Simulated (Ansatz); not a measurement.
# MoSe2 (P6_3/mmc) at 2 levels of theory

One geometry, relaxed with PBE; plane waves with PAW potentials in Ansatz, scalar-relativistic. No spin polarisation. Gaps are the least over mesh and band path; pressure is positive in compression.

```
Mo Se
1.0
     3.32047    0.00000    0.00000
    -1.66023    2.87561    0.00000
     0.00000    0.00000   15.14394
Mo Se
2 4
Direct
  0.33333 0.66667 0.25000
  0.66667 0.33333 0.75000
  0.33333 0.66667 0.63981
  0.66667 0.33333 0.13981
  0.33333 0.66667 0.86019
  0.66667 0.33333 0.36019
```

```
level  cutoff (eV)   k mesh  gap (eV)  pressure (GPa)
  PBE          420  12×12×2      1.43             0.0
```

Q: What comes out on the same cell with r2SCAN?

A:
```tsv
level	cutoff (eV)	k mesh	gap (eV)	pressure (GPa)
r2SCAN	500	12×12×2	1.52	-1.3
```

The cell holds layers, chains or molecules and no dispersion correction was added, so their binding is poorly described.

It was relaxed from a cell as deposited in COD.
